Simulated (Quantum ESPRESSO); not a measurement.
The system is MnSi.

```
CELL_PARAMETERS angstrom
2.98743 0.00000 0.00000
0.00000 2.98743 0.00000
0.00000 0.00000 2.98743
ATOMIC_POSITIONS crystal
Mn 0.50000 0.50000 0.50000
Si 0.00000 0.00000 0.00000
```

The cell was built by a generator and needn't be a form met in nature.

* Program: Quantum ESPRESSO 7.5
* Task: phonons
* Functional: PBE
* Dispersion: D2
* Potentials or basis: SG15 PBE 1.2
* Cutoff: 952 eV
* Density cutoff: 3810 eV
* k mesh: 8 × 8 × 8, shifted
* Occupations: cold, width 0.2 eV
* Spin: collinear spin, ferromagnetic start
* Starting moments: [4.0, 0.0] μB
* Mixing beta: 0.3
* Most SCF iterations: 120
* SCF threshold: 4e-10 Ry

The cell and the atoms were relaxed first, to 10.64 Å³/atom (a = 2.771 Å, b = 2.771 Å, c = 2.771 Å, α = 90.00°, β = 90.00°, γ = 90.00°), and the response was taken there.

At Γ the optical frequencies are 360 360 360 cm⁻¹, at a pressure of -0.1 GPa.

Problem. How do the modes respond when the cell is scaled evenly, at fixed shape?

Solution. The highest mode has a Grüneisen parameter of 2.10 and moves by +3.3 cm⁻¹ per GPa. None of the listed modes softens on compression. The pressures give a bulk modulus of about 228 GPa.

Frequencies at 99 % and 101 % of the volume (pressures 2.2 and -2.3 GPa), ions relaxed:
```csv
mode,99 % (cm⁻¹),101 % (cm⁻¹),Grüneisen parameter
4,367.5,352.4,2.10
5,367.5,352.4,2.10
6,367.5,352.4,2.10
```

Modes are matched by their order; those that don't vary smoothly over the three volumes are left out.

Caveat: the mesh is thin for the phonons of a metal; the volume moved by over 15 % at a fixed basis, so the end points are rough; the moment fell far below its start of 4 μB, so a state of higher moment may lie lower in energy; pairwise dispersion overbinds metals, which lowers pressure and volume.
